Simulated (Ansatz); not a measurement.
# Li: the cost of one run

Program: Ansatz 0.2.0. Level of theory: DFT PBE, scalar-relativistic, plane waves, PAW. These are calculated values, not measurements.

6 further runs of the same task are left out: 3 that didn't finish, 3 set aside as unsound or not needed.

**1. The system as given**

It takes space group Immm (No. 71, orthorhombic). Conventional cell: a = 2.861 Å, b = 5.058 Å, c = 8.414 Å, α = 90.00°, β = 90.00°, γ = 90.00°. Li (site symmetry mm2) is surrounded by 11 Li at 2.86 to 3.17 Å. Li (site symmetry mmm) is surrounded by 10 Li at 2.86 to 3.08 Å.

As a file:

```cif
data_structure
_symmetry_space_group_name_H-M 'Immm'
_symmetry_Int_Tables_number 71
_cell_length_a 2.8615
_cell_length_b 5.0578
_cell_length_c 8.4138
_cell_angle_alpha 90.000
_cell_angle_beta 90.000
_cell_angle_gamma 90.000
_cell_volume 121.77
loop_
_atom_site_label
_atom_site_type_symbol
_atom_site_symmetry_multiplicity
_atom_site_Wyckoff_symbol
_atom_site_fract_x
_atom_site_fract_y
_atom_site_fract_z
_atom_site_occupancy
Li1 Li 4 j 0.00000 0.50000 0.82481 1
Li2 Li 2 a 0.00000 0.00000 0.00000 1
```

It is the end of an earlier relaxation with the same method, from a generated guess; it needn't be the stable form of this composition. At a tolerance of 0.05 Å it has space group Immm (No. 71); it has 20.30 Å³/atom, an uncorrected energy of +0.03 eV/atom over the standard state and, on its mesh, gap none (metal).

**2. Volume × 0.97**

input.yaml

```yaml
crystal:
  lattice:
    - [-1.4162762038, 2.5033755867, 4.1644171127]
    - [1.4162762038, -2.5033755867, 4.1644171127]
    - [1.4162762038, 2.5033755867, -4.1644171127]
  atoms:
    - { symbol: Li, position: [0.324807, 0.824807, 0.5] }
    - { symbol: Li, position: [0.675193, 0.175193, 0.5] }
    - { symbol: Li, position: [0.0, 0.0, 0.0] }
basis:
  ecutwfc: 420
kpoints:
  mp_grid: { grid: [18, 18, 18] }
hamiltonian:
  xc: pbe
scf:
  occupations: { method: gaussian, width: 0.1 }
output:
  forces: true
  stress: true
  eigenvalues: true
relax:
  adjacent_minimum: "off"
  f_tol: 0.01
  max_steps: 30
  cell: { stress_tol: 0.1, fix: [volume] }
```

Launch:

```bash
$ ansatz run input.yaml --threads 1 --pin off --max-ram 3072MiB --backend cpu --events-out ev --progress --plain --runs-dir out
```

**Question.** How long does this run take on 1 thread of Arm Neoverse N1, shared host, and how much memory does it need?

About 90 s, with a peak of 0.78 GiB.
